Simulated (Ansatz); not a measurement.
The system is TaN.

```
CELL_PARAMETERS angstrom
2.93800 0.00000 0.00000
-1.46900 2.54438 0.00000
0.00000 0.00000 2.88300
ATOMIC_POSITIONS crystal
Ta 0.33333 0.66667 0.50000
N 0.00000 0.00000 0.00000
```

| Property | Result |
| --- | --- |
| Program | Ansatz 0.2.0 |
| Task | relaxation of cell and atoms |
| Functional | BLYP |
| Potentials or basis | Ansatz PAW |
| Cutoff | 420 eV (not typed: the program's choice for these potentials) |
| k mesh | 10 × 10 × 9 |
| Occupations | fermi-dirac, width 0.05 eV |
| Spin | no spin polarisation |

At the start: volume 10.78 Å³/atom.

How do energy, volume and symmetry change on relaxing?

It ends after 8 steps and the volume is 11.29 Å³/atom (+4.7 %); space group P-6m2 (No. 187, to 0.05 Å).

Step by step:
```tsv
step	energy change (eV)	largest force (eV/Å)	volume (Å³)
1	0.0000	0.0000	21.55
2	-0.0228	0.0000	23.14
3	-0.0419	0.0000	22.63
4	-0.0445	0.0000	22.55
5	-0.0445	0.0000	22.55
6	-0.0486	0.0000	22.55
7	-0.0485	0.0000	22.57
8	-0.0486	0.0000	22.57
```

Final structure:
```yaml
crystal:
  lattice:
    - [2.98339, 0.00000, 0.00000]
    - [-1.49170, 2.58369, 0.00000]
    - [0.00000, 0.00000, 2.92827]
  atoms:
    - { symbol: Ta, position: [0.33333, 0.66667, 0.50000] }
    - { symbol: N, position: [0.00000, 0.00000, 0.00000] }
```

Caveat: the plane-wave basis is chosen anew once the cell has moved, so the energies of steps on either side of that aren't comparable; the pressure holds a Pulay correction of +0.5 GPa for the finite cutoff; the PAW data sets come from PBE, with cores solved anew for the run's functional, which leaves a small shift of forces and pressure.
